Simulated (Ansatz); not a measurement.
Consider the substitution at a C–C bond: `CCCCCCl` + H₂S → `CCCS` + `CCCl`.

Program: Ansatz. Geometries: PBE0-D4/def2-TZVP. ΔE: electronic, gas phase. CCSD(T)/CBS is the MP2 limit (def2-TZVPP, def2-QZVPP) plus CCSD(T) − MP2 in def2-TZVPP, frozen cores. This one scheme is used for every species. One conformer a species, not always the lowest.

```csv
species,CCSD/CBS(def2) energy (Eh)
`CCCCCCl`,-656.63426
H₂S,-398.96478
`CCCS`,-516.72100
`CCCl`,-538.87356
```

Q: Work out ΔE.

A: ΔE = (-516.72100) + (-538.87356) − (-656.63426) − (-398.96478) = 0.00448 Eh = +11.8 kJ/mol. CCSD(T)/CBS gives +11.0 kJ/mol.

Largest T1 diagnostic among the species: 0.009.
